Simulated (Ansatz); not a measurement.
NaI built on the h-MgO prototype, relaxed with r2SCAN: 7 runs in the PAW code Ansatz, each a construction of maximally localised Wannier functions. The symmetry is P6_3/mmc (No. 194, hexagonal); conventional cell a = 5.416 Å, c = 6.462 Å, 41.05 Å³ an atom. Na is surrounded by 5 I at 3.13–3.23 Å; I is surrounded by 5 Na at 3.13–3.23 Å. Spin-unpolarised throughout. Whether this structure exists isn't addressed.

```
CELL_PARAMETERS angstrom
5.41644 0.00000 0.00000
-2.70822 4.69078 0.00000
0.00000 0.00000 6.46221
ATOMIC_POSITIONS crystal
Na 0.33333 0.66667 0.25000
Na 0.66667 0.33333 0.75000
I 0.66667 0.33333 0.25000
I 0.33333 0.66667 0.75000
```

Windows count from the top of the filled bands; a dash means that no such window was set (without an outer window there is no disentanglement). Rows marked drawn have settings drawn at random (some not listed).

```json
{"functional": "PBE", "SCF mesh": "6×6×4", "trial orbitals": "I s, I p", "functions": "8", "mesh": "6×6×4", "window (eV)": "–", "frozen (eV)": "–", "settings": "chosen", "Ω total (Å²)": "13.60", "Ω invariant (Å²)": "11.21", "largest spread (Å²)": "1.75", "least projectability": "0.98", "interpolation miss of the model's filled bands (eV, to the nearest computed level)": "0.003"}
{"functional": "PBE", "SCF mesh": "6×6×4", "trial orbitals": "I s, I p", "functions": "8", "mesh": "6×6×2", "window (eV)": "–", "frozen (eV)": "–", "settings": "chosen", "Ω total (Å²)": "13.25", "Ω invariant (Å²)": "10.88", "largest spread (Å²)": "1.72", "least projectability": "0.98", "interpolation miss of the model's filled bands (eV, to the nearest computed level)": "0.053"}
{"functional": "PBE", "SCF mesh": "6×6×4", "trial orbitals": "I p", "functions": "6", "mesh": "6×6×4", "window (eV)": "–", "frozen (eV)": "–", "settings": "chosen", "Ω total (Å²)": "13.64", "Ω invariant (Å²)": "13.58", "largest spread (Å²)": "2.28", "least projectability": "0.97", "interpolation miss of the model's filled bands (eV, to the nearest computed level)": "0.003"}
{"functional": "r2SCAN", "SCF mesh": "6×6×4", "trial orbitals": "I s, I p", "functions": "8", "mesh": "6×6×4", "window (eV)": "–", "frozen (eV)": "–", "settings": "chosen", "Ω total (Å²)": "13.37", "Ω invariant (Å²)": "10.91", "largest spread (Å²)": "1.71", "least projectability": "0.99", "interpolation miss of the model's filled bands (eV, to the nearest computed level)": "0.002"}
{"functional": "r2SCAN", "SCF mesh": "6×6×4", "trial orbitals": "I p", "functions": "6", "mesh": "6×6×4", "window (eV)": "–", "frozen (eV)": "–", "settings": "chosen", "Ω total (Å²)": "13.38", "Ω invariant (Å²)": "13.34", "largest spread (Å²)": "2.23", "least projectability": "0.97", "interpolation miss of the model's filled bands (eV, to the nearest computed level)": "0.002"}
{"functional": "HSE06", "SCF mesh": "6×6×4", "trial orbitals": "I s, I p", "functions": "8", "mesh": "6×6×4", "window (eV)": "–", "frozen (eV)": "–", "settings": "chosen", "Ω total (Å²)": "13.31", "Ω invariant (Å²)": "10.88", "largest spread (Å²)": "1.71", "least projectability": "0.99", "interpolation miss of the model's filled bands (eV, to the nearest computed level)": "–"}
{"functional": "PBE", "SCF mesh": "6×6×4", "trial orbitals": "I p (plain search)", "functions": "6", "mesh": "6×6×4", "window (eV)": "–", "frozen (eV)": "–", "settings": "drawn", "Ω total (Å²)": "13.64", "Ω invariant (Å²)": "13.58", "largest spread (Å²)": "2.28", "least projectability": "0.97", "interpolation miss of the model's filled bands (eV, to the nearest computed level)": "0.003"}
```

For I s, I p with PBE the spread goes 13.25 Å² (6×6×2), 13.60 Å² (6×6×4): finite differences on a coarse mesh understate it.

No spin-orbit coupling is included; it can move band edges with weight on the heavy atoms by tenths of an eV.
